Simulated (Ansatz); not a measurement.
I need a phonon calculation by linear response of Rh, space group P6_3/mmc. Use Ansatz's Python interface. Level of theory: LDA, PAW, cutoff 517 eV, 14×14×8 k-points, Fermi-Dirac smearing of 0.1 eV.

```
Rh
1.0
     2.73098    0.00000    0.00000
    -1.36549    2.36510    0.00000
     0.00000    0.00000    4.42849
Rh
2
Direct
  0.66667 0.33333 0.75000
  0.33333 0.66667 0.25000
```

`dfpt.py`:
```python
'''DFPT phonons of Rh.'''

from pathlib import Path

import ansatz as az
import numpy as np
from pymatgen.core import Lattice, Structure
from pymatgen.io.ase import AseAtomsAdaptor

pmg_structure = Structure(
    Lattice([[2.730979, 0.0, 0.0], [-1.36549, 2.365097, 0.0], [0.0, 0.0, 4.428489]]),
    ['Rh', 'Rh'],
    [
        [2 / 3, 1 / 3, 0.75],
        [1 / 3, 2 / 3, 0.25],
    ],
)
cell = az.Crystal.from_ase(AseAtomsAdaptor.get_atoms(pmg_structure))

model = (
    cell.calculation()
    .functional(az.Functional.LDA)
    .basis(38 * az.Ry)
    .pseudopotentials('paw')
    .occupations('fermi_dirac')  # smearing steadies the SCF of a metal
    .kpoints(14, 14, 8)  # sampling of the Brillouin zone
    .phonons('dfpt', points=[(0, 0, 0), (0, 0, 0.5), (0.5, 0, 0)])
)
done = model.run(threads=1, runs_dir='runs')
ph = done.phonons

for q in ph.qpoints:
    thz = np.asarray(q.omega_inv_cm) / 33.35641
    print('q = ({:.2f}, {:.2f}, {:.2f})'.format(*q.q_frac), np.round(thz, 2) + 0.0, 'THz')
```

```console
$ python dfpt.py
RunWarning: eigensolver did not converge (k=19): 1 band(s) unlocked after 20 sweeps at ethr=1.00e-12 eV (lowest unlocked band 20, counted from 0; max residual 1.85e-5 eV among the unlocked bands, 1.85e-5 eV over every band); it also stands for any lines of [...]
q = (0.00, 0.00, 0.00) [0.   0.   0.   4.06 4.06 6.15] THz
q = (0.00, 0.00, 0.50) [2.85 2.85 2.85 2.85 5.07 5.07] THz
q = (0.50, 0.00, 0.00) [3.5  3.79 4.94 5.13 5.54 5.9 ] THz
```
(Warnings from the package without file and line, shortened.)

What to keep in mind:
- The cell isn't relaxed first, so the values belong to this volume.
- This isn't the structure that Rh takes at ambient conditions.
- The structure is taken as given; imaginary modes can come from an unrelaxed or unstable start. Phonons of metals also depend on mesh and smearing.
- Timing: 110 s on 1 thread of Intel(R) Xeon(R) Processor @ 2.30GHz (shared host), peak memory 1.4 GiB.
